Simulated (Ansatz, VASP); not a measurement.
# One calculation of AlAu, two programs

The input POSCAR:

```
AlAu
1.0
    3.1655772431      0.0000000000      0.0000000000
    0.0000000000      3.1655772431      0.0000000000
    0.0000000000      0.0000000000      3.1655772431
Al Au
1 1
Direct
    0.0000000000      0.0000000000      0.0000000000
    0.5000000000      0.5000000000      0.5000000000
```

Contents of INCAR.step1:

```
  PREC = Accurate
  ENCUT = 520
  ISMEAR = 0
  SIGMA = 0.05
  LREAL = False
  LASPH = True
  NELM = 60
  NBANDS = 14
  GGA = PE
  ALGO = Normal
  EDIFF = 1E-4
  LWAVE = True
  LCHARG = False
```

INCAR.step2

```
  PREC = Accurate
  ENCUT = 520
  EDIFF = 1E-7
  ISMEAR = 0
  SIGMA = 0.05
  LREAL = False
  LASPH = True
  NELM = 60
  ALGO = Normal
  ISIF = 2
  LWAVE = False
  LCHARG = True
  METAGGA = R2SCAN
  LMIXTAU = True
  LELF = True
  LVHAR = True
  NBANDS = 14
  ISTART = 1
```

KPOINTS

```
Automatic mesh
0
Gamma
  9 9 9
```

Input for Ansatz:

```yaml
crystal:
  lattice:
    - [3.1655772430710307, 0.0, 0.0]
    - [0.0, 3.1655772430710307, 0.0]
    - [0.0, 0.0, 3.1655772430710307]
  atoms:
    - { symbol: Al, position: [0.0, 0.0, 0.0] }
    - { symbol: Au, position: [0.5, 0.5, 0.5] }
accuracy: medium
basis:
  ecutwfc: 600.0
kpoints:
  mp_grid:
    grid: [9, 9, 9]
hamiltonian:
  xc: r2scan
scf:
  n_extra_bands: 6
  occupations:
    method: gaussian
    width: 0.05
output:
  stress: true
```

The cell comes from a database or a generator and needn't be the stable form of this composition.

Alike in both runs: task single point; functional r2SCAN; k mesh 9 × 9 × 9; occupations gaussian, width 0.05 eV; no spin polarisation.

```csv
,VASP,Ansatz
version,VASP 6.6.1,Ansatz 0.2.0
potentials or method,"VASP PAW PBE potentials, release 64 (Al, Au)","plane waves, PAW"
plane-wave cutoff (eV),520,600
valence electrons in the cell,14,22
```

Ansatz gave:

```
pressure (GPa) : 2.0
```

Problem. Which values does VASP return?

Solution. Pressure (GPa): 1.7.

The functional is the same, so the differences come from potentials, cutoffs and numerics. The two sets of potentials don't hold the same shells in valence.

Caveats: the PAW data sets were made with another functional, which shifts forces and pressure a little (VASP). The runs have no spin-orbit coupling, so splittings on Au are missing.
